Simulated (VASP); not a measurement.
Crystal: MgZn2O3.

```xyz
6
Lattice="4.6717 0.0000 0.0000 -2.3359 4.0458 0.0000 0.0000 0.0000 3.6693" Properties=species:S:1:pos:R:3 pbc="T T T"
Mg    0.0000    0.0000    0.0000
Zn    0.0000    2.6972    0.0000
Zn    2.3359    1.3486    0.0000
O     2.3359    0.0000    1.8347
O     1.1679    2.0229    1.8347
O    -1.1679    2.0229    1.8347
```

The cell was built by a generator and needn't be a form met in nature.

| Item | Value |
| --- | --- |
| Program | VASP 6.6.1 |
| Task | relaxation of cell and atoms |
| Functional | PBE |
| Potentials or basis | VASP PAW PBE potentials, release 64 (Mg, Zn, O) |
| Cutoff | 520 eV |
| k mesh | 4 × 4 × 4 |
| Occupations | gaussian, width 0.15 eV |
| Spin | no spin polarisation |

At the start: pressure 4.5 GPa; volume 11.56 Å³/atom.

Q: How do energy, volume and symmetry change on relaxing?

A: Over 8 steps the energy falls by 832.0 meV/atom and the volume is 11.69 Å³/atom (+1.2 %); space group P6/mmm (No. 191, to 0.05 Å).

Step by step:
| step | energy change (eV) | largest force (eV/Å) | pressure (GPa) | volume (Å³) |
| --- | --- | --- | --- | --- |
| 1 | 0.0000 | 0.0000 | 4.54 | 69.35 |
| 2 | -3.5770 | 0.0000 | -3.82 | 71.71 |
| 3 | 5.9574 | 0.0000 | 44.20 | 64.92 |
| 4 | -4.9079 | 0.0000 | -4.46 | 72.14 |
| 5 | -4.9737 | 0.0000 | -3.70 | 72.08 |
| 6 | -4.9682 | 0.0000 | -3.40 | 72.10 |
| 7 | -4.9808 | 0.0000 | 4.05 | 68.98 |
| 8 | -4.9920 | 0.0000 | -0.47 | 70.16 |

Final structure:
```
Mg Zn O
1.0
     5.33451    0.00000    0.00000
    -2.66725    4.61982    0.00000
     0.00000    0.00000    2.84702
Mg Zn O
1 2 3
Direct
  0.00000 0.00000 0.00000
  0.33333 0.66667 0.00000
  0.66667 0.33333 0.00000
  0.50000 0.00000 0.50000
  0.50000 0.50000 0.50000
  0.00000 0.50000 0.50000
```

Caveat: the k mesh is coarse (spacing up to 0.43 Å⁻¹), so the values aren't converged.
